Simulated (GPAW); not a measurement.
A computed N K-edge spectrum of one site in a crystal of B, La, N and Pd, with its zero at a photon energy of about 397.6 eV (raw 405.5 eV, less 7.8 eV of added terms; uncertain by a few eV). Method: GPAW, PBE, excited-electron core hole (neutral cell) in a small cell, dipole transitions, broadening that rises with energy, without spin-orbit coupling.

Energy from the lowest empty level; intensity scaled to a mean of 1 over the first 20 eV:

```tsv
E (eV)	intensity
-2.0	0.00
-1.4	0.00
-0.8	0.01
-0.2	0.36
0.4	1.29
1.0	1.93
1.6	2.65
2.2	1.70
2.8	1.67
3.4	1.25
4.0	0.85
4.6	0.81
5.2	1.88
5.8	2.23
6.4	1.22
7.0	0.65
7.6	0.43
8.2	0.42
8.8	0.44
9.4	0.50
10.0	0.61
10.6	0.79
11.2	0.99
11.8	1.13
12.4	1.21
13.0	1.26
13.6	1.26
14.2	1.15
14.8	0.95
15.4	0.76
16.0	0.61
16.6	0.52
17.2	0.45
17.8	0.40
18.4	0.37
19.0	0.36
19.6	0.37
20.2	0.40
20.8	0.48
21.4	0.59
22.0	0.72
22.6	0.83
23.2	0.88
23.8	0.87
24.4	0.80
25.0	0.71
25.6	0.62
26.2	0.57
26.8	0.56
27.4	0.59
```

Q: Which coordination does this site have?

A K edge sees empty p states; the first features are N p mixed into the empty d states of the Pd neighbours, and the broad ones above probably into the cations' higher empty bands. It is atom 17 of N on a B site in LaBPd3, with 6 Pd at 2.15 Å (octahedral; the defect atom itself). Its main maxima below 24 eV lie at 1.5 eV (2.66), 2.8 eV (1.67), 5.6 eV (2.35), 13.3 eV (1.27) and 23.4 eV (0.88). A near-edge spectrum doesn't fix the structure by itself; it is matched against candidates. In so small a cell the defects form an ordered array, and no site is far from one. The mesh is coarse (0.26 Å⁻¹ between points), so small maxima may be mesh ripples.

[Banner, clock and machine lines of the logs are left out without a mark of their own.]

[Logs are printed without paths, hosts, clocks, repeated set-up lines and the standing remarks that a program may print on its own settings, such as how far it seeks lower states.]

[Hosts, paths, dates, database ids (printed as entryN), source tags and the programs' standing remarks are cut or masked in the printed files.]

[Lists of maxima count a maximum above −3 eV only where it reaches 4 % of the highest in the window and stands out from its surroundings by 2 % of it (1.5 % where it reaches 55 %); shoulders and weaker maxima are passed over, and of the rest the first, up to two pre-edge ones and the few strongest are named.]
